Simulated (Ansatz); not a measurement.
Input of an Ansatz 0.2.0 run:

The input input.yaml:

```yaml
crystal:
  lattice:
    - [1.58, 0.9122134253, 6.15]
    - [-1.58, 0.9122134253, 6.15]
    - [0.0, -1.8244268506, 6.15]
  atoms:
    - { symbol: Mo, position: [0.0, 0.0, 0.0] }
    - { symbol: S, position: [0.417, 0.417, 0.417] }
    - { symbol: S, position: [0.25, 0.25, 0.25] }
hamiltonian:
  xc: pbesol
  pseudopotentials: { kind: paw }
kpoints:
  mp_grid: { grid: [10, 10, 10] }
scf:
  occupations: { method: fermi_dirac, width: 0.05 }
output:
  forces: true
  stress: true
  eigenvalues: true
relax:
  f_tol: 0.01
  max_steps: 40
  cell: { stress_tol: 0.05, p_target: 20.0 }
```

Potentials or basis: Ansatz PAW.

Run with:

```bash
$ ansatz run input.yaml --threads 2 --pin off --max-ram 5632MiB --backend cpu --events-out ev --progress --plain --runs-dir out
```

(1) Estimate the relaxed volume.

(2) Estimate the relaxed cell.

(3) Estimate the space group after relaxing (to 0.05 Å).

(4) Estimate the band gap on the k mesh.

Answers

(1) 14.24 Å³/atom.

(2) a = 5.656 Å, b = 5.656 Å, c = 5.656 Å, α = 31.05°, β = 31.05°, γ = 31.05°.

(3) R3m (No. 160).

(4) none (metal or under the smearing width).

Caveat: the volume moved by over 15 % at a fixed basis, so the end points are rough; the PAW data sets come from PBE, with cores solved anew for the run's functional, which leaves a small shift of forces and pressure.
